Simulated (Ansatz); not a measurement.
Relaxation of TiSe

Level of theory: DFT PBEsol, scalar-relativistic, plane waves, PAW (Ansatz). Run with 420 eV cutoff, 12×12×8 k-mesh, Gaussian smearing of 0.10 eV, no spin polarisation.

What was changed: relaxed at -1 GPa.

Command:

```bash
ansatz run input.yaml --threads 1 --pin off --max-ram 2560MiB --backend cpu --events-out ev --progress --plain --runs-dir out
```

Input:

```yaml
crystal:
  lattice:
    - [3.3683497282, 0.0, 0.0]
    - [-1.6841748641, 2.9170764335, 0.0]
    - [0.0, 0.0, 6.7764905329]
  atoms:
    - { symbol: Ti, position: [0.0, 0.0, 0.0] }
    - { symbol: Ti, position: [0.0, 0.0, 0.5] }
    - { symbol: Se, position: [0.3333333333, 0.6666666667, 0.25] }
    - { symbol: Se, position: [0.6666666667, 0.3333333333, 0.75] }
basis:
  ecutwfc: 420
kpoints:
  mp_grid: { grid: [12, 12, 8] }
hamiltonian:
  xc: pbesol
scf:
  occupations: { method: gaussian, width: 0.1 }
output:
  forces: true
  stress: true
  eigenvalues: true
relax:
  adjacent_minimum: "off"
  f_tol: 0.008
  max_steps: 50
  cell: { stress_tol: 0.08, p_target: -1.0 }
```

F is the free energy. Steps run on the plane waves of an earlier cell, but the last one, and at times one on the way, on a freshly chosen basis, so a repeated geometry can differ a little in energy. The relaxation lowers the enthalpy F + PV at the target pressure, so F itself can rise.

Steps:

| step | F − F(1) (eV) | largest force component (eV/Å) | V (Å³/atom) | P (GPa) |
| --- | --- | --- | --- | --- |
| 1 | 0.0000 | 0.000 | 16.646 | -1.23 |
| 2 | -0.0008 | 0.000 | 16.619 | -0.97 |
| 3 | -0.0008 | 0.000 | 16.619 | -0.99 |
| 4 | -0.0008 | 0.000 | 16.619 | -0.99 |

Relaxed structure:

```
CELL_PARAMETERS angstrom
3.36840 0.00000 0.00000
-1.68420 2.91712 0.00000
0.00000 0.00000 6.76517
ATOMIC_POSITIONS crystal
Ti 0.00000 0.00000 0.00000
Ti 0.00000 0.00000 0.50000
Se 0.33333 0.66667 0.25000
Se 0.66667 0.33333 0.75000
```

Symmetry: P6_3/mmc, No. 194, hexagonal system. The conventional cell has a = 3.368 Å, b = 3.368 Å, c = 6.765 Å, α = 90.00°, β = 90.00°, γ = 120.00°. Ti (site symmetry -3m) is surrounded by 6 Se at 2.58 Å. Se (site symmetry -6m2) is surrounded by 6 Ti at 2.58 Å.

The run converged. It took 45 s on 1 thread of Arm Neoverse V1, on a shared host, peak memory 0.46 GiB.